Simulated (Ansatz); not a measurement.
Geometry optimisation in Ansatz: input, command and trajectory.

```yaml
crystal:
  lattice:
    - [4.6, 0.0, 0.0]
    - [-2.3, 3.9837168574, 0.0]
    - [0.0, 0.0, 2.82]
  atoms:
    - { symbol: Ti, position: [0.0, 0.0, 0.0] }
    - { symbol: Ti, position: [0.3333333333, 0.6666666667, 0.5] }
    - { symbol: Ti, position: [0.6666666667, 0.3333333333, 0.5] }
basis:
  ecutwfc: 420
kpoints:
  mp_grid: { grid: [12, 12, 14] }
hamiltonian:
  xc: pbe
scf:
  occupations: { method: gaussian, width: 0.1 }
output:
  forces: true
  stress: true
  eigenvalues: true
relax:
  adjacent_minimum: "off"
  f_tol: 0.005
  max_steps: 80
  cell: { stress_tol: 0.05 }
```

```bash
ansatz run input.yaml --threads 1 --pin off --max-ram 2560MiB --backend cpu --events-out ev --progress --plain --runs-dir out
```

Method: DFT PBE, scalar-relativistic, plane waves, PAW (Ansatz 0.2.0).

Of 5 frames 4 are shown, positions in Å and forces in eV/Å; the SCF threshold varies from step to step. Steps run on the plane waves of an earlier cell, with a Pulay correction in the pressure. The basis is chosen afresh for the last frame, the zero of the energies, and at times for earlier ones too; energy and pressure step there, also at an unchanged geometry.

```xyz
3
Lattice="4.6000 0.0000 0.0000 -2.3000 3.9837 0.0000 0.0000 0.0000 2.8200" Properties=species:S:1:pos:R:3:forces:R:3 pbc="T T T" step=1 free_energy_over_end_meV_per_atom=0.60 pressure_GPa=-0.48
Ti    0.0000    0.0000    0.0000    0.0000    0.0000    0.0000
Ti    0.0000    2.6558    1.4100    0.0000    0.0000    0.0000
Ti    2.3000    1.3279    1.4100    0.0000    0.0000    0.0000
3
Lattice="4.5726 0.0000 0.0000 -2.2863 3.9600 0.0000 0.0000 0.0000 2.8345" Properties=species:S:1:pos:R:3:forces:R:3 pbc="T T T" step=2 free_energy_over_end_meV_per_atom=0.06 pressure_GPa=0.23
Ti    0.0000    0.0000    0.0000    0.0000    0.0000    0.0000
Ti    0.0000    2.6400    1.4172    0.0000    0.0000    0.0000
Ti    2.2863    1.3200    1.4172    0.0000    0.0000    0.0000
3
Lattice="4.5800 0.0000 0.0000 -2.2900 3.9664 0.0000 0.0000 0.0000 2.8322" Properties=species:S:1:pos:R:3:forces:R:3 pbc="T T T" step=3 free_energy_over_end_meV_per_atom=-0.01 pressure_GPa=-0.03
Ti    0.0000    0.0000    0.0000    0.0000    0.0000    0.0000
Ti    0.0000    2.6443    1.4161    0.0000    0.0000    0.0000
Ti    2.2900    1.3221    1.4161    0.0000    0.0000    0.0000
3
Lattice="4.5798 0.0000 0.0000 -2.2899 3.9662 0.0000 0.0000 0.0000 2.8314" Properties=species:S:1:pos:R:3:forces:R:3 pbc="T T T" step=5 free_energy_over_end_meV_per_atom=0.00 pressure_GPa=0.01
Ti    0.0000    0.0000    0.0000    0.0000    0.0000    0.0000
Ti    0.0000    2.6441    1.4157    0.0000    0.0000    0.0000
Ti    2.2899    1.3221    1.4157    0.0000    0.0000    0.0000
```

Time: 50 s on 1 thread of Arm Neoverse V1 (shared host), peak memory 0.42 GiB.